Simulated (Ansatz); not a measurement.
One structure, 3 elements: MoS2, MoSe2, Te2Mo

Plane-wave DFT in Ansatz with scalar-relativistic PAW potentials, cutoff 420 eV, Γ-centred meshes chosen by cell and gap, Gaussian smearing with energies taken to zero width. Every cell was relaxed (cell and atoms) in a run of its own, within the symmetry of its start. Functional: PBE.

All members share space group P6_3/mmc and the same sites; only the element on one set of sites changes (S, Se, Te). Members needn't be the stable form of their composition. Energies over the elements, where given, are against the elements' standard states in the same functional (H₂, N₂, O₂ and halogens uncorrected, Hg as a solid). The first member:

Space group P6_3/mmc (No. 194). a = 3.185 Å, b = 3.185 Å, c = 14.808 Å, α = 90.00°, β = 90.00°, γ = 120.00°
| atom | site | symmetry | x | y | z |
| --- | --- | --- | --- | --- | --- |
| Mo | 2d | -6m2 | 0.6667 | 0.3333 | 0.2500 |
| S | 4f | 3m. | 0.6667 | 0.3333 | 0.6445 |

```tsv
compound	V (Å³/atom)	a (Å)	c (Å)	gap on mesh (eV)	energy over elements (eV/atom)
MoS2	21.68	3.185	14.808	1.45	-0.893
Te2Mo	27.99	3.557	15.332	1.02	-0.267
```

Predict the member with Se.

V (Å³/atom) 23.60, a (Å) 3.321, c (Å) 14.827, gap on mesh (eV) 1.40, energy over elements (eV/atom) -0.684. Interpolating linearly in period between S and Te would give 24.84 Å³/atom (5.2 % too large) and a gap of 1.23 eV, with -0.580 eV/atom over the elements. Over the whole series the volume grows at each step down the group; the gap narrows; binding against the elements weakens. The p levels of the anion rise down the group and lift the valence band, the usual cause of such narrowing. Less electronegative, larger anions gain less from charge transfer and lattice energy, in line with the weaker binding.

Spin-orbit coupling is left out, which matters for the bands of heavy elements. Each cell of MoS2, MoSe2, Te2Mo holds layers, and where no dispersion correction was added their binding is poorly described.